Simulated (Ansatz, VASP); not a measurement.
Ge: VASP beside Ansatz

```
CELL_PARAMETERS angstrom
1.48805 -2.59469 0.00000
1.48805 2.59469 0.00000
0.00000 0.00000 4.72760
ATOMIC_POSITIONS crystal
Ge 0.33345 0.66655 0.25000
Ge 0.66655 0.33345 0.75000
```

Alike in both runs: task single point; functional PBEsol; k mesh 8 × 8 × 4; occupations fermi-dirac, width 0.05 eV; no spin polarisation.

```csv
,VASP,Ansatz
version,VASP 6.6.1,Ansatz 0.2.0
potentials or method,"VASP PAW PBE potentials, release 64 (Ge_d), cutoff 520 eV",all-electron PAW datasets made for the crystal
```

|  | VASP | Ansatz | Ansatz less VASP |
| --- | --- | --- | --- |
| gap on the k mesh at the Fermi level (eV) | none | none | - |
| pressure (GPa) | 0.3 | 0.3 | +0.01 |
| largest component of the traceless stress (GPa) | 5.78 | 5.79 | +0.008 |

A gap of «none» marks a metal or a gap that the smearing closes. Ansatz ran all-electron here, so the differences hold the error of VASP's frozen core and of both bases.

Caveats: the PAW data sets were made with another functional, which shifts forces and pressure a little (VASP); the k mesh is thin for a metal, which can move the energy by tens of meV per atom (Ansatz).
